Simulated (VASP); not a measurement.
Wanted: the native input for a VASP 6.6.1 run.

- Task: relaxation of cell and atoms
- Functional: PBEsol
- Potentials or basis: VASP PAW PBE potentials, release 64 (Os)
- Cutoff: 600 eV
- k mesh: 6 × 6 × 6
- Occupations: gaussian, width 0.1 eV
- Spin: no spin polarisation
- Further INCAR settings: ALGO = Normal; EDIFF = 1e-07; IBRION = 2; EDIFFG = -0.005; NSW = 90; ISIF = 3

The structure of Os lies in POSCAR:

```
Os
1.0
    0.0000000000      1.9129311800      1.9129311800
    1.9129311800      0.0000000000      1.9129311800
    1.9129311800      1.9129311800      0.0000000000
Os
1
Direct
    0.0000000000      0.0000000000      0.0000000000
```

This isn't the form of Os at room conditions, which is hcp.

One way to write it, as run:

INCAR

```
SYSTEM = Os
PREC = Accurate ; ENCUT = 600
EDIFF = 1E-7 ; ISMEAR = 0
SIGMA = 0.1 ; LREAL = .False.
LASPH = .True. ; NELM = 80
ALGO = Normal ; ISIF = 3
LWAVE = .False. ; LCHARG = .False.
GGA = PS ; IBRION = 2
NSW = 90 ; EDIFFG = -0.005
```

KPOINTS

```
regular mesh
0
Gamma
  6 6 6
  0 0 0
```

Potentials or basis: VASP PAW PBE potentials, release 64 (Os).

Command:

```console
$ cat potpaw_PBE.64/Os/POTCAR > POTCAR
$ mpirun -np 1 vasp_std > vasp.out
```

It gave:

```yaml
Pressure_after_relaxing: 0.0 GPa
Band_gap_on_the_k_mesh: none (metal or under the smearing width)
```

Caveat: the k mesh is coarse (spacing up to 0.47 Å⁻¹), so the values aren't converged; the relaxation stopped at its first step, so nothing moved; the PAW data sets were made with another functional, which shifts forces and pressure a little.

It took 7.4 s on 1 thread of Intel(R) Xeon(R) Platinum 8488C (Sapphire Rapids), on a shared host, peak memory 0.13 GiB.
